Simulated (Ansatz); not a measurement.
# Property card for Ta$_{2}$C

Computed with Ansatz, DFT r2SCAN, scalar-relativistic, plane waves, PAW.

Settings: cutoff 500 eV, Γ-centred mesh 18×18×8 on the computed 3-atom cell, Gaussian smearing of 0.10 eV; no spin polarisation.

The structure is relaxed at this level of theory with its symmetry kept.

```
CELL_PARAMETERS angstrom
3.11016 0.00000 0.00000
-1.55508 2.69348 0.00000
0.00000 0.00000 4.94230
ATOMIC_POSITIONS crystal
Ta 0.33333 0.66667 0.25356
Ta 0.66667 0.33333 0.74644
C 0.00000 0.00000 0.00000
```

```
Space group                                                       : P-3m1 (No. 164)
Volume per atom                                                   : 93.1 bohr³
Formation energy from the elements' standard states (uncorrected) : -0.698 eV/atom
Generalised Kohn–Sham band gap                                    : none (metal)
Density of states at the Fermi level                              : 0.62 states/eV per cell
Löwdin character within 0.5 eV of the Fermi level                 : Ta 5d 93 %
Bulk modulus                                                      : 271 GPa
Its pressure derivative                                           : 4.3
Bader charges (e)                                                 : Ta (2 in the cell) 1.00, C (1 in the cell) -2.01
```

Spin-orbit coupling is left out, which matters for the bands of heavy elements.